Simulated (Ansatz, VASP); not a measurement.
One calculation of BAs, two programs

Contents of INCAR:

```
PREC = Accurate ; ENCUT = 520
EDIFF = 1E-7 ; ISMEAR = 0
SIGMA = 0.02 ; LREAL = F
LASPH = T ; NELM = 80
ALGO = Normal ; ISIF = 2
LWAVE = F ; LCHARG = F
GGA = RP ; NBANDS = 11
```

File KPOINTS:

```
regular mesh
0
Gamma
  10 10 10
```

POSCAR

```
BAs
1.0
    0.0000000000      2.3885000000      2.3885000000
    2.3885000000      0.0000000000      2.3885000000
    2.3885000000      2.3885000000      0.0000000000
As B
1 1
Direct
    0.7500000000      0.7500000000      0.7500000000
    0.0000000000      0.0000000000      0.0000000000
```

The input input.yaml:

```yaml
crystal:
  lattice:
    - [0.0, 2.3885, 2.3885]
    - [2.3885, 0.0, 2.3885]
    - [2.3885, 2.3885, 0.0]
  atoms:
    - { symbol: As, position: [0.75, 0.75, 0.75] }
    - { symbol: B, position: [0.0, 0.0, 0.0] }
hamiltonian:
  xc: rpbe
  pseudopotentials: { kind: paw }
kpoints:
  mp_grid: { grid: [10, 10, 10] }
scf:
  occupations: { method: gaussian, width: 0.02 }
output:
  forces: true
  stress: true
  eigenvalues: true
```

Alike in both runs: task single point; functional RPBE; k mesh 10 × 10 × 10; occupations gaussian, width 0.02 eV; no spin polarisation.

```csv
,VASP,Ansatz
version,VASP 6.6.1,Ansatz 0.2.0
potentials or method,"VASP PAW PBE potentials, release 64 (As, B)",Ansatz PAW
plane-wave cutoff (eV),520,420
valence electrons in the cell,8,18
```

```tsv
	VASP	Ansatz	Ansatz less VASP
gap on the k mesh at the Fermi level (eV)	1.21	1.22	+0.010
least direct gap on the mesh (eV)	3.28	3.28	+0.007
pressure (GPa)	6.0	5.4	-0.57
```

With one functional, cell and mesh, what is left measures potentials, basis and numerics. The two sets of potentials don't hold the same shells in valence.

Caveats: the PAW data sets were made with another functional, which shifts forces and pressure a little (VASP); the PAW data sets come from PBE, with cores solved anew for the run's functional, which leaves a small shift of forces and pressure (Ansatz). A hybrid or GW would open this gap; RPBE tends to underestimate it. A k mesh can miss the band edges.
